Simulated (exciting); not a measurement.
The system is LiCl.

```
Cl Li
1.0
     0.00000    2.56477    2.56477
     2.56477    0.00000    2.56477
     2.56477    2.56477    0.00000
Cl Li
1 1
Direct
  0.50000 0.50000 0.50000
  0.00000 0.00000 0.00000
```

Base run:

- Program: exciting (release sodium)
- Functional: RPBE
- Potentials or basis: all-electron LAPW+lo, shipped species files, valence relativity zora
- rgkmax: 7
- k mesh: 9 × 9 × 9
- Occupations: fermi-dirac, width 0.05 eV
- Spin: no spin polarisation

Its results: band gap on the k mesh 6.59 eV, direct.

Task: After a change of settings the same cell gave: band gap on the k mesh 5.99 eV, direct. Which change was it?
A. functional from RPBE to BLYP
B. functional from RPBE to LDA
C. functional from RPBE to revPBE

Result: B.

Runs at the PBE level aren't shown here.
